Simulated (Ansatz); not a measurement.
AlN: energy along a strain

AlN, P6_3/mmc, a = 3.312 Å, c = 4.188 Å (as given, not relaxed at this level: -3.5 GPa). This isn't the usual stable structure of the compound. Ansatz: PBEsol, PAW, 420 eV, Γ-centred 12×12×6 mesh on 4 atoms, Gaussian smearing 0.05 eV; no spin polarisation. Cell vectors (Å): 3.312 0.000 0.000; -1.656 2.868 0.000; 0.000 0.000 4.188. The cell is strained by x per cent times the pattern (0 0 0 0 0 1) in the order xx yy zz yz xz xy (engineering shears), with fractional coordinates held. y is the free energy over the start, V0 = 9.946 Å³/atom. Symmetry makes y even in x. Points with a strain past 8.5 % were computed too (4) and aren't used here.

```
x (%) y (meV/atom)
-7.50         28.45
 0.00          0.00
 1.87          1.77
 3.75          7.08
 5.62             ?
```

**Question.** Fit y = c2 x² + c4 x⁴ to the other rows, get the stiffness along the pattern, and predict the missing energy.

**Answer.** Least squares on the rows shown. y = 0.50301 x² + 4.9242×10⁻⁵ x⁴. The clamped-ion stiffness p·C·p = 2 × 5.030 eV × 160.2 / 9.946 Å³ = 162 GPa, which is C66 in these axes (second derivative at the start, which stands under stress). At x = 5.62 the fit asked for gives 15.94 meV/atom. The run gave 15.94 meV/atom, the same to the digits shown.

Cost: 9 runs of about 1.1 core-minutes in all, on Arm Neoverse V2 (shared hosts).